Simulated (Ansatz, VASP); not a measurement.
**Sb in VASP and in Ansatz**

File INCAR:

```
SYSTEM = Sb
ALGO = Normal
EDIFF = 1E-8
ENCUT = 520
GGA = PE
ISIF = 2
ISMEAR = -1
LASPH = .TRUE.
LCHARG = .FALSE.
LEFG = .TRUE.
LREAL = .FALSE.
LWAVE = .FALSE.
NBANDS = 8
NELM = 80
PREC = Accurate
SIGMA = 0.05
```

The input KPOINTS:

```
k-points
0
G
  19 19 19
  0 0 0
```

POSCAR

```
Sb
1.0
   -1.4948990245      1.4948990245      2.4633552032
    1.4948990245     -1.4948990245      2.4633552032
    1.4948990245      1.4948990245     -2.4633552032
Sb
1
Direct
    0.0000000000      0.0000000000      0.0000000000
```

Input for Ansatz:

```yaml
crystal:
  lattice:
    - [-1.4948990245, 1.4948990245, 2.4633552032]
    - [1.4948990245, -1.4948990245, 2.4633552032]
    - [1.4948990245, 1.4948990245, -2.4633552032]
  atoms:
    - { symbol: Sb, position: [0.0, 0.0, 0.0] }
kpoints:
  mp_grid: { grid: [19, 19, 19] }
scf:
  occupations: { method: fermi_dirac, width: 0.05 }
hamiltonian:
  xc: pbe
  pseudopotentials: { kind: all_electron, datasets: crystal }
output:
  forces: true
  stress: true
  eigenvalues: true
  efg: { contact_densities: true }
```

Change from the starting cell: volume scaled by 0.98, crystal datasets.

Alike in both runs: task electric field gradients; functional PBE; k mesh 19 × 19 × 19; occupations fermi-dirac, width 0.05 eV; no spin polarisation.

```csv
,VASP,Ansatz
version,VASP 6.6.1,Ansatz 0.2.0
potentials or method,"VASP PAW PBE potentials, release 64 (Sb)","all-electron PAW with datasets made for the crystal, scalar-relativistic"
plane-wave cutoff (eV),520,see its input
```

```tsv
	VASP	Ansatz	Ansatz less VASP
pressure (GPa)	22.1	22.1	+0.01
largest component of the traceless stress (GPa)	1.85	1.75	-0.101
Vzz of the field gradient on the site that differs most (V/Å²)	38.5	38.9	+0.36
```

Ansatz ran all-electron here, so the differences hold the error of VASP's frozen core and of both bases. Ansatz warned: «gradients_without_spin_orbit».

Caveats: so large a pressure means that the cell lies far from this level's equilibrium, or that cutoff or potentials fall short (VASP). The runs have no spin-orbit coupling, so splittings on Sb are missing.
